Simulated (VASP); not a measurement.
Set up this calculation in VASP 6.6.1, as an ASE script.

* Task: single point
* Functional: PBE
* Potentials or basis: VASP PAW PBE potentials, release 54 (H)
* Cutoff: 520 eV
* k mesh: 10 × 10 × 26
* Occupations: gaussian, width 0.05 eV
* Spin: no spin polarisation
* Further INCAR settings: ALGO = Normal; EDIFF = 1.00e-06; NBANDS = 6

The structure of H lies in H.xyz:

```xyz
1
Lattice="2.6496387389 0.0000000000 0.0000000000 0.0000000000 2.6496387389 0.0000000000 0.0000000000 0.0000000000 0.9804929200" Properties=species:S:1:pos:R:3 pbc="T T T"
H      0.0000000000      0.0000000000      0.4902464600
```

One way to write it, as run:

run.py

```python
from ase.calculators.vasp import Vasp
from ase.dft.bandgap import bandgap
from ase.io import read

atoms = read('H.xyz')
calc = Vasp(
    directory='calc',
    xc='pbe',
    pp='PBE',
    setups='recommended',
    pp_version='54',
    prec='Accurate',
    encut=520,
    ediff=1e-06,
    ismear=0,
    sigma=0.05,
    lreal=False,
    lasph=True,
    nelm=100,
    algo='Normal',
    isif=2,
    lwave=False,
    lcharg=False,
    kpts=[10, 10, 26],
    gamma=True,
    nbands=6,
)
atoms.calc = calc

print('energy (eV):', atoms.get_potential_energy())
print('free energy (eV):', atoms.get_potential_energy(force_consistent=True))
print('forces (eV/A):')
print(atoms.get_forces())
print('stress (eV/A^3, Voigt):', atoms.get_stress())
print('Fermi level (eV):', calc.get_fermi_level())
gap, top, bottom = bandgap(calc)
print('band gap (eV):', gap, 'from (spin, k, band)', top, 'to', bottom)
```

Potentials or basis: VASP PAW PBE potentials, release 54 (H).

Run with:

```console
$ python run.py
```

Results of the run:

- Pressure: 1.6 GPa
- Band gap on the k mesh: none (metal or under the smearing width)

It took 21 s on 1 thread of Intel(R) Xeon(R) Platinum 8375C CPU @ 2.90GHz (Ice Lake), on a shared host, peak memory 0.11 GiB.
